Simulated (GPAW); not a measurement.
Crystal: TiSe.

```
Se Ti
1.0
     4.17836    0.00000    0.00000
     0.00000    4.17836    0.00000
     0.00000    0.00000    5.98442
Se Ti
2 2
Direct
  0.00000 0.50000 0.76056
  0.50000 0.00000 0.23944
  0.00000 0.00000 0.00000
  0.50000 0.50000 0.00000
```

The cell comes from a database or a generator and needn't be the stable form of this composition.

Program: GPAW 26.7.0. Alike in all runs: no spin polarisation; cell as given; smearing fermi-dirac 0.05 eV.

Question: Order these runs on this cell by their pressure, lowest first.
A. level LDA; potentials or basis the program's PAW data sets (release 1.2.1) made for this functional, pw; k mesh 5 × 5 × 4; cutoff (eV) 450; maxiter 120; convergence default
B. level PBEsol+U; potentials or basis PAW data sets generated in the run's folder for this functional, pw; U Ti d U = 4 eV; k mesh 6 × 6 × 4; cutoff (eV) 600; maxiter 150; band path GXMGZRAZ,XR,MA; band points 80
C. level PBEsol+U; potentials or basis PAW data sets generated in the run's folder for this functional, pw; U Ti d U = 8 eV; k mesh 6 × 6 × 4; cutoff (eV) 600; maxiter 150; band path GXMGZRAZ,XR,MA; band points 80
D. level PBEsol+U; potentials or basis PAW data sets generated in the run's folder for this functional, pw; U Ti d U = 6 eV; k mesh 6 × 6 × 4; cutoff (eV) 600; maxiter 150; band path GXMGZRAZ,XR,MA; band points 80
E. level PBEsol; potentials or basis PAW data sets generated in the run's folder for this functional, pw; k mesh 7 × 7 × 5; cutoff (eV) 600; maxiter 150

Answer: A (-5.1 GPa), E (-2.9 GPa), B (-0.5 GPa), D (5.0 GPa), C (13.8 GPa).

Caveats: this functional lacks dispersion, which binds the layers, so the pressure and a relaxed spacing across them are unreliable (some runs); U without spin polarisation on a metal has little footing (some runs); the cutoff is short for stress and forces, so pressures can be off by a GPa or more (some runs).

Not every run made on this cell is shown here.
